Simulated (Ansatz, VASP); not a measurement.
## One calculation of GaAs, two programs

File INCAR:

```
SYSTEM = GaAs
ALGO = Normal
EDIFF = 1E-6
ENCUT = 520
GGA = PE
ISIF = 2
ISMEAR = 0
LASPH = .TRUE.
LCHARG = .TRUE.
LELF = .TRUE.
LREAL = .FALSE.
LVHAR = .TRUE.
LWAVE = .FALSE.
NBANDS = 16
NELM = 80
PREC = Accurate
SIGMA = 0.01
```

The input KPOINTS:

```
k-points
0
G
  6 6 6
  0 0 0
```

Contents of POSCAR:

```
GaAs
1.0
    0.0000000000      2.8131936010      2.8131936010
    2.8131936010      0.0000000000      2.8131936010
    2.8131936010      2.8131936010      0.0000000000
Ga As
1 1
Direct
    0.0000000000      0.0000000000      0.0000000000
    0.2500000000      0.2500000000      0.2500000000
```

Input for Ansatz:

```yaml
crystal:
  lattice:
    - [0.0, 2.813193601, 2.813193601]
    - [2.813193601, 0.0, 2.813193601]
    - [2.813193601, 2.813193601, 0.0]
  atoms:
    - { symbol: Ga, position: [0.0, 0.0, 0.0] }
    - { symbol: As, position: [0.25, 0.25, 0.25] }
kpoints:
  mp_grid: { grid: [6, 6, 6] }
hamiltonian:
  xc: pbe
scf:
  occupations: { method: fixed }
  n_extra_bands: 4
output:
  forces: true
  stress: true
  eigenvalues: true
```

Alike in both runs: task single point; functional PBE; k mesh 6 × 6 × 6; no spin polarisation.

|  | VASP | Ansatz |
| --- | --- | --- |
| version | VASP 6.6.1 | Ansatz 0.2.0 |
| potentials or method | VASP PAW PBE potentials, release 64 (Ga_d, As) | plane waves, PAW |
| plane-wave cutoff (eV) | 520 | 420 |
| occupations | gaussian, width 0.01 eV | fixed |
| valence electrons in the cell | 18 | 28 |

```csv
,VASP,Ansatz,Ansatz less VASP
gap on the k mesh at the Fermi level (eV),0.63,0.62,-0.005
pressure (GPa),4.6,4.4,-0.19
```

The two sets of potentials don't hold the same shells in valence.

A k mesh can miss the band edges.
